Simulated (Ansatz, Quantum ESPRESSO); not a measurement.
## La: programs and potentials compared

```xyz
1
Lattice="-2.1045 2.1793 2.1245 2.1382 -2.1291 2.1080 2.0848 2.1094 -2.0743" Properties=species:S:1:pos:R:3 pbc="T T T"
La   -0.0339   -0.0301   -0.0394
```

This isn't the form of La at room conditions, which is double hcp.

The given cell was strained at random by a few per cent at fixed volume.

Alike in all runs: task single point; functional PBEsol; k mesh 9 × 9 × 9; occupations fermi-dirac, width 0.05 eV; no spin polarisation; no spin-orbit coupling. Pressure is positive in compression and, in plane waves, holds the error of the finite cutoff, which Ansatz's Pulay term estimates and takes out.

```csv
program and potentials,plane-wave cutoff (eV),notes,pressure (GPa),energy over the undisturbed cell (meV/atom)
"Ansatz, Ansatz PAW",420,"potentials made for PBE, which Ansatz adapts in part",?,?
"Ansatz, all-electron LAPW, scalar-relativistic",-,-,-2.53,-
"Quantum ESPRESSO, GBRV 1.5 PBEsol",612,-,-2.42,-0.47
```

Question: Estimate from the other rows what the run with Ansatz, Ansatz PAW gave.

Answer: Pressure -2.56 GPa; energy over the undisturbed cell -0.38 meV/atom. The other rows, which needn't bracket it: pressure -2.53 to -2.42; energy over the undisturbed cell -0.47.
